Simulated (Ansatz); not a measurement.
# BaHfO3: band gap under strain

How does strain move the band edges of BaHfO3 built on the cubic perovskite prototype, and do the functionals agree on it? States: no strain; -4.0 % strain along z alone; -3.0 % strain along z alone.

The runs shown are made with Ansatz 0.2.0. PAW datasets, plane waves. (Simulation; spin polarisation is off.)

**1. The cell**

The unstrained cell was relaxed with r2SCAN; in each strained cell the atoms were relaxed again with r2SCAN. Names of k-points are those of the unstrained zone, where strain can split equivalent points. First state: no strain.

The symmetry is Pm-3m (No. 221, cubic); conventional cell a = 4.177 Å, 14.58 Å³ an atom. Near Ba stand 12 O at 2.95 Å; near Hf stand 6 O at 2.09 Å; near O stand 2 Hf at 2.09 Å and 4 Ba at 2.95 Å.

The structure in full:

```
CELL_PARAMETERS angstrom
4.17706 0.00000 0.00000
0.00000 4.17706 0.00000
0.00000 0.00000 4.17706
ATOMIC_POSITIONS crystal
Ba 0.00000 0.00000 0.00000
Hf 0.50000 0.50000 0.50000
O 0.50000 0.50000 0.00000
O 0.50000 0.00000 0.50000
O 0.00000 0.50000 0.50000
```

**2. No strain: PBE**

Contents of input.yaml:

```yaml
crystal:
  lattice:
    - [4.1770587708, 0.0, 0.0]
    - [0.0, 4.1770587708, 0.0]
    - [0.0, 0.0, 4.1770587708]
  atoms:
    - { symbol: Ba, position: [0.0, 0.0, 0.0] }
    - { symbol: Hf, position: [0.5, 0.5, 0.5] }
    - { symbol: O, position: [0.5, 0.5, 0.0] }
    - { symbol: O, position: [0.5, 0.0, 0.5] }
    - { symbol: O, position: [0.0, 0.5, 0.5] }
kpoints:
  mp_grid: { grid: [6, 6, 6] }
  band_path:
    path: [[0.0, 0.0, 0.0], [0.0, 0.5, 0.0], [0.5, 0.5, 0.0], [0.5, 0.5, 0.5]]
    npoints: 1
hamiltonian:
  xc: pbe
scf:
  occupations: { method: fermi_dirac, width: 0.02 }
  n_extra_bands: 5
output:
  forces: true
  stress: true
  eigenvalues: true
```

On the command line:

```sh
ansatz run input.yaml --threads 2 --pin off --max-ram 29491MiB --backend cpu --events-out ev --progress --plain --runs-dir out
```

After this run come: No strain: r2SCAN; No strain: HSE06; No strain: r2SCAN+SOC; No strain: r2SCAN; -4.0 % strain along z alone: PBE; -4.0 % strain along z alone: r2SCAN; -4.0 % strain along z alone: HSE06; -4.0 % strain along z alone: r2SCAN+SOC; -4.0 % strain along z alone: r2SCAN; -3.0 % strain along z alone: PBE; -3.0 % strain along z alone: r2SCAN; -3.0 % strain along z alone: HSE06; -3.0 % strain along z alone: r2SCAN+SOC; -3.0 % strain along z alone: r2SCAN.

Q: Predict the outcome of this session.

As calculated:

Least gap in eV (negative: overlap), with the change from the unstrained cell in brackets:

| state | volume change (%) | PBE | r2SCAN | HSE06 |
| --- | --- | --- | --- | --- |
| no strain | +0.0 | 3.66 | 4.19 | 5.18 |
| -4.0 % strain along z alone | -4.0 | 3.54 (-0.12) | 4.10 (-0.09) | 5.08 (-0.10) |
| -3.0 % strain along z alone | -3.0 | 3.59 (-0.07) | 4.12 (-0.07) | 5.11 (-0.07) |

In words: The largest move of the HSE06 gap in the table is -0.096 eV, under -4.0 % strain along z alone. PBE and HSE06 differ by 1.51 eV on the unstrained gap, and by at most 0.03 eV on its change: PBE follows the response to strain far better than the gap itself. In PBE the gap turns direct under -4.0 % strain along z alone. Spin-orbit coupling is left out of the table, though the cell holds Hf (Z = 72); in an element this heavy it can shift bands and gaps by tenths of an eV.
